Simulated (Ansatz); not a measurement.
**TlBr: Core-electron binding energies**

Cell: a COD entry, its atoms then relaxed with PBE in this cell, repeated to a supercell; a hole's nearest image is 8.0 Å away.

Space group Pm-3m (No. 221); a = 3.9800 Å.

```csv
site,Wyckoff,site symmetry,x,y,z
Tl1,1a,m-3m,0.0000,0.0000,0.0000
Br9,1b,m-3m,0.5000,0.5000,0.5000
```

One atom of each set is listed; the run and its k-mesh use a cell of 16 atoms with edges of 7.96, 7.96, 7.96 Å.

All values are calculated (Ansatz; DFT, PBE, plane waves and PAW, scalar-relativistic, 420 eV cutoff, Γ-centred 3×3×3 k-points, fixed occupations), not measured.

Each value is a total-energy difference between the cell with one core hole and the ground state (ΔSCF), counted from the top of the valence band. The valence electrons get no spin in the cell with the hole, so they can't polarise against the unpaired core electron; that puts absolute values high, by some tenths of an eV and in some cases by about 1 eV. The periodic images are corrected with the calculated ε∞ = 6.04.

Task: Give the Tl 4f, Br 3d lines of each distinct site.

Result: 

```tsv
line	atom	first shell	E_B (eV)	j = l + ½ / j = l − ½ (eV)
Tl 4f	1	8 Br at 3.45 Å	118.2	116.3 / 120.7
Br 3d	9	8 Tl at 3.45 Å	66.9	66.5 / 67.6
```

For p, d and f shells E_B is the weighted mean of the two lines, whose splitting comes from the free atom's Dirac orbitals.

The program doubts some values: the potential far from the hole hasn't levelled off. Absolute PBE values can be off by an eV or more, and the 3d and 4f lines of heavy atoms by several eV. Multiplets, satellites and widths aren't calculated.

The run took 21 s of wall time (21 s of CPU time) and 0.8 GiB at its peak, on 1 thread of AMD EPYC 9R14 (Zen 4) (x86_64; 16 cores open to the job, memory cap 2.5 GiB, no GPU), a shared host with a load of 0.1 a core.
